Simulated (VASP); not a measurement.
Here is a VASP 6.6.1 calculation.

The input POSCAR:

```
YN                                      
1.0
   -0.0000000000      2.4517191484      2.4517191484
    2.4517191484     -0.0000000000      2.4517191484
    2.4517191484      2.4517191484     -0.0000000000
  Y               N             
     1     1
Direct
     0.0000000000000000    0.0000000000000000    0.0000000000000000
     0.5000000000000000    0.5000000000000000    0.5000000000000000
```

INCAR.step1

```
SYSTEM = YN
PREC     = Accurate       ! precision mode
ENCUT    = 700            ! plane-wave cutoff, eV
EDIFF    = 1E-7           ! SCF threshold, eV
ISMEAR   = 0              ! smearing method
SIGMA    = 0.02           ! smearing width, eV
LREAL    = .FALSE.        ! projectors in reciprocal space
LASPH    = .TRUE.         ! aspherical terms in the spheres
NELM     = 100            ! most SCF steps
ALGO     = Normal         ! electronic algorithm
ISIF     = 2              ! what is computed and relaxed
LWAVE    = .FALSE.        ! write WAVECAR
LCHARG   = .TRUE.         ! write CHGCAR
LMAXMIX  = 4              ! l up to which the mixer works
GGA      = PE             ! functional
```

The input KPOINTS.step1:

```
regular mesh
0
G
  10 10 10
  0 0 0
```

INCAR.step2

```
SYSTEM = YN
PREC     = Accurate       ! precision mode
ENCUT    = 700            ! plane-wave cutoff, eV
EDIFF    = 1E-7           ! SCF threshold, eV
ISMEAR   = 0              ! smearing method
SIGMA    = 0.05           ! smearing width, eV
LREAL    = .FALSE.        ! projectors in reciprocal space
LASPH    = .TRUE.         ! aspherical terms in the spheres
NELM     = 100            ! most SCF steps
ALGO     = Normal         ! electronic algorithm
ISIF     = 2              ! what is computed and relaxed
LWAVE    = .FALSE.        ! write WAVECAR
LCHARG   = .FALSE.        ! write CHGCAR
LMAXMIX  = 4              ! l up to which the mixer works
GGA      = PE             ! functional
ICHARG   = 11             ! starting density
```

The input KPOINTS.step2:

```
path GXWKGLUWLK,UX
10
line-mode
reciprocal
 0.0000000000  0.0000000000  0.0000000000  G
 0.5000000000  0.0000000000  0.5000000000  X

 0.5000000000  0.0000000000  0.5000000000  X
 0.5000000000  0.2500000000  0.7500000000  W

 0.5000000000  0.2500000000  0.7500000000  W
 0.3750000000  0.3750000000  0.7500000000  K

 0.3750000000  0.3750000000  0.7500000000  K
 0.0000000000  0.0000000000  0.0000000000  G

 0.0000000000  0.0000000000  0.0000000000  G
 0.5000000000  0.5000000000  0.5000000000  L

 0.5000000000  0.5000000000  0.5000000000  L
 0.6250000000  0.2500000000  0.6250000000  U

 0.6250000000  0.2500000000  0.6250000000  U
 0.5000000000  0.2500000000  0.7500000000  W

 0.5000000000  0.2500000000  0.7500000000  W
 0.5000000000  0.5000000000  0.5000000000  L

 0.5000000000  0.5000000000  0.5000000000  L
 0.3750000000  0.3750000000  0.7500000000  K

 0.6250000000  0.2500000000  0.6250000000  U
 0.5000000000  0.0000000000  0.5000000000  X
```

Potentials or basis: VASP PAW PBE potentials, release 64 (Y_sv, N).

The run is started by

```bash
$ cat potpaw_PBE.64/Y_sv/POTCAR potpaw_PBE.64/N/POTCAR > POTCAR
$ cp INCAR.step1 INCAR
$ cp KPOINTS.step1 KPOINTS
$ mpirun -np 1 vasp_std > vasp.out
$ cp INCAR.step2 INCAR
$ cp KPOINTS.step2 KPOINTS
$ mpirun -np 1 vasp_std > vasp.out
```

Task: What does it give for the band gap along the path?

Result: 0.20 eV, indirect (least direct gap 0.60 eV).

Task: What does it give for the band gap on the k mesh?

Result: 0.20 eV, indirect (least direct gap 0.60 eV).

Levels at the corners of the path, in eV from the valence-band top:
```
point  band 5  band 6  band 7  band 8  band 9  band 10  band 11  band 12
    Γ  -12.89    0.00    0.00    0.00    3.13     3.13     3.13     4.07
    X  -12.45   -1.51   -0.40   -0.40    0.20     6.79     7.13     7.84
    X  -12.45   -1.51   -0.40   -0.40    0.20     6.79     7.13     7.84
    W  -11.97   -2.13   -1.55   -1.55    3.98     3.98     7.22     7.85
    W  -11.97   -2.13   -1.55   -1.55    3.98     3.98     7.22     7.85
    K  -12.00   -2.18   -1.60   -1.30    2.45     6.21     6.98     7.63
    K  -12.00   -2.18   -1.60   -1.30    2.45     6.21     6.98     7.63
    Γ  -12.89    0.00    0.00    0.00    3.13     3.13     3.13     4.07
    Γ  -12.89    0.00    0.00    0.00    3.13     3.13     3.13     4.07
    L  -11.16   -4.05   -2.22   -2.22    5.65     6.32     6.32     6.68
    L  -11.16   -4.05   -2.22   -2.22    5.65     6.32     6.32     6.68
    U  -12.00   -2.18   -1.60   -1.30    2.45     6.21     6.98     7.63
    U  -12.00   -2.18   -1.60   -1.30    2.45     6.21     6.98     7.63
    W  -11.97   -2.13   -1.55   -1.55    3.98     3.98     7.22     7.85
    W  -11.97   -2.13   -1.55   -1.55    3.98     3.98     7.22     7.85
    L  -11.16   -4.05   -2.22   -2.22    5.65     6.32     6.32     6.68
    L  -11.16   -4.05   -2.22   -2.22    5.65     6.32     6.32     6.68
    K  -12.00   -2.18   -1.60   -1.30    2.45     6.21     6.98     7.63
    U  -12.00   -2.18   -1.60   -1.30    2.45     6.21     6.98     7.63
    X  -12.45   -1.51   -0.40   -0.40    0.20     6.79     7.13     7.84
```

Caveat: the log is that of the step along the path at fixed density, whose energy, stress, charges and moments have no meaning. PBE gaps usually lie below the measured ones, often by a third to a half.
